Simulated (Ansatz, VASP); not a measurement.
## Pb in VASP and in Ansatz

Contents of INCAR:

```
SYSTEM = Pb
PREC     = Accurate       ! precision mode
ENCUT    = 520            ! plane-wave cutoff, eV
EDIFF    = 1E-6           ! SCF threshold, eV
ISMEAR   = -1             ! smearing method
SIGMA    = 0.05           ! smearing width, eV
LREAL    = .False.        ! projectors in reciprocal space
LASPH    = .True.         ! aspherical terms in the spheres
NELM     = 100            ! most SCF steps
ALGO     = Fast           ! electronic algorithm
ISIF     = 2              ! what is computed and relaxed
LWAVE    = .False.        ! write WAVECAR
LCHARG   = .False.        ! write CHGCAR
GGA      = PE             ! functional
NBANDS   = 13             ! bands
```

File KPOINTS:

```
regular mesh
0
Gamma
  12 12 12
  0 0 0
```

File POSCAR:

```
Pb
1.0
    0.0493960000      2.4944980000      2.4944980000
    2.4944980000      0.0493960000      2.4944980000
    2.4944980000      2.4944980000      0.0493960000
Pb
1
Direct
    0.0000000000      0.0000000000      0.0000000000
```

Input for Ansatz:

```yaml
crystal:
  lattice:
    - [0.049396, 2.494498, 2.494498]
    - [2.494498, 0.049396, 2.494498]
    - [2.494498, 2.494498, 0.049396]
  atoms:
    - { symbol: Pb, position: [0.0, 0.0, 0.0] }
kpoints:
  mp_grid: { grid: [12, 12, 12] }
scf:
  occupations: { method: fermi_dirac, width: 0.05 }
hamiltonian:
  xc: pbe
  pseudopotentials: { kind: all_electron, lapw: { basis_error: 0.00025 } }
output:
  forces: true
  stress: true
  eigenvalues: true
```

Change from the starting cell: equal xy, yz and zx shear strains of +2 %.

Alike in both runs: task single point; functional PBE; k mesh 12 × 12 × 12; occupations fermi-dirac, width 0.05 eV; no spin polarisation.

|  | VASP | Ansatz |
| --- | --- | --- |
| version | VASP 6.6.1 | Ansatz 0.2.0 |
| potentials or method | VASP PAW PBE potentials, release 64 (Pb_d) | all-electron LAPW, scalar-relativistic |
| plane-wave cutoff (eV) | 520 | see its input |

```tsv
	VASP	Ansatz	Ansatz less VASP
pressure (GPa)	3.0	3.0	+0.03
```

Ansatz ran all-electron here, so the differences hold the error of VASP's frozen core and of both bases.

Spin-orbit coupling is left out, which matters for the levels of Pb.
